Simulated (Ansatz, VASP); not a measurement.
This is a calculation of K for VASP 6.6.1.

INCAR

```
ALGO     = Normal         # electronic algorithm
EDIFF    = 1E-6           # SCF threshold, eV
ENCUT    = 520            # plane-wave cutoff, eV
GGA      = CA             # functional
ISIF     = 2              # what is computed and relaxed
ISMEAR   = -1             # smearing method
LASPH    = True           # aspherical terms in the spheres
LCHARG   = False          # write CHGCAR
LREAL    = False          # projectors in reciprocal space
LWAVE    = False          # write WAVECAR
NBANDS   = 10             # bands
NELM     = 60             # most SCF steps
PREC     = Accurate       # precision mode
SIGMA    = 0.05           # smearing width, eV
```

File KPOINTS:

```
k-points
0
Gamma
  7 7 7
```

The input POSCAR:

```
K
1.0
   -2.6975585167      2.6975585167      2.6975585167
    2.6975585167     -2.6975585167      2.6975585167
    2.6975585167      2.6975585167     -2.6975585167
K
1
Direct
    0.0000000000      0.0000000000      0.0000000000
```

Potentials or basis: VASP PAW LDA potentials, release 64 (K_sv).

Launch:

```bash
$ cat potpaw_LDA.64/K_sv/POTCAR > POTCAR
$ mpirun -np 1 vasp_std > vasp.out
```

Question: Set up the same calculation for Ansatz 0.2.0. Potentials there: all-electron LAPW, scalar-relativistic.

Answer: As run (the cutoff follows the program's own potentials):

input.yaml

```yaml
crystal:
  lattice:
    - [-2.6975585167, 2.6975585167, 2.6975585167]
    - [2.6975585167, -2.6975585167, 2.6975585167]
    - [2.6975585167, 2.6975585167, -2.6975585167]
  atoms:
    - { symbol: K, position: [0.0, 0.0, 0.0] }
kpoints:
  mp_grid: { grid: [7, 7, 7] }
scf:
  occupations: { method: fermi_dirac, width: 0.05 }
hamiltonian:
  xc: lda
  pseudopotentials: { kind: all_electron, lapw: { basis_error: 0.001 } }
output:
  forces: true
  stress: true
  eigenvalues: true
```

Potentials or basis: all-electron LAPW, scalar-relativistic.

Run with:

```bash
$ ansatz run input.yaml --threads 1 --pin off --max-ram 3072MiB --backend cpu --events-out ev --progress --plain --runs-dir out
```

Both were run:

|  | VASP | Ansatz | Ansatz less VASP |
| --- | --- | --- | --- |
| gap on the k mesh at the Fermi level (eV) | none | none | - |
| pressure (GPa) | -0.6 | -0.6 | +0.01 |

A gap of «none» marks a metal or a gap that the smearing closes. Ansatz ran all-electron here, so the differences hold the error of VASP's frozen core and of both bases.
